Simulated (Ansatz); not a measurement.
# PbS: pressure against volume per atom

All-electron LAPW DFT of a crystal on the k mesh given, cartesian forces, stress positive in compression, open shells may miss their lowest state, no spin. The results are calculated, by Ansatz 0.2 development.

Cell of the first row (space group Fm-3m, No. 225):
```
cell vectors (Å)
   0.0000     2.8837     2.8837
   2.8837     0.0000     2.8837
   2.8837     2.8837     0.0000
atoms (fractions of the cell vectors)
Pb  0.00000  0.00000  0.00000
S   0.50000  0.50000  0.50000
```

Settings of every row: k mesh 8x8x8; k shift 0x0x0; occupations Fermi-Dirac; smearing width 0.06 eV; functional LDA; relativity scalar, some core shells by Dirac; nucleus point; basis error target 0.25 meV/atom; hardware server CPU, model not recorded, shared host; command ansatz run INPUT --backend cpu --pin off --threads 1.

```
row  volume per atom (Å³)  pressure (GPa)
  1                23.981            2.76
  2                24.763            0.51
  3                25.545           -1.41
  4                26.327           -3.05
  5                27.109           -4.45
  6                27.891           -5.64
  7                28.673               ?
```

Question: what pressure should row 7 give?

Worked fit of pressure. Take u = (V_r/V)^(2/3) − 1 with V_r = 25.936 Å³ an atom, which is twice the finite (Eulerian) strain; such expansions in the strain, on which the Birch-Murnaghan equation of state is built, carry the rest volume and the bulk modulus. The shown rows have u = 0.05364, 0.03134, 0.01018, -0.00993, -0.02906, -0.04729. Least squares give pressure = −2.263 + 81.49 × u + 219.3 × u² + 132 × u³ GPa; a parabola predicts inner rows, each left out in turn, worse (root mean square 0.0056 against 0.0014 GPa). All shown rows lie on it to the printed digit. The pressure vanishes at u = 0.0259, or V = 24.96 Å³ an atom, and there the bulk modulus at fixed shape and fractions is B = −V dP/dV = (2/3)(1 + u) dP/du = 63.7 GPa. The withheld row has u = -0.0647, so the fit gives −2.263 + 81.49 × (-0.0647) + 219.3 × (-0.0647)² + 132 × (-0.0647)³ = -6.65 GPa.

The calculation gave -6.64 GPa. The fit lies 0.01 GPa (0.11 % of the column's range) below it, one unit of the last digit. This row lies beyond the range of the fit.
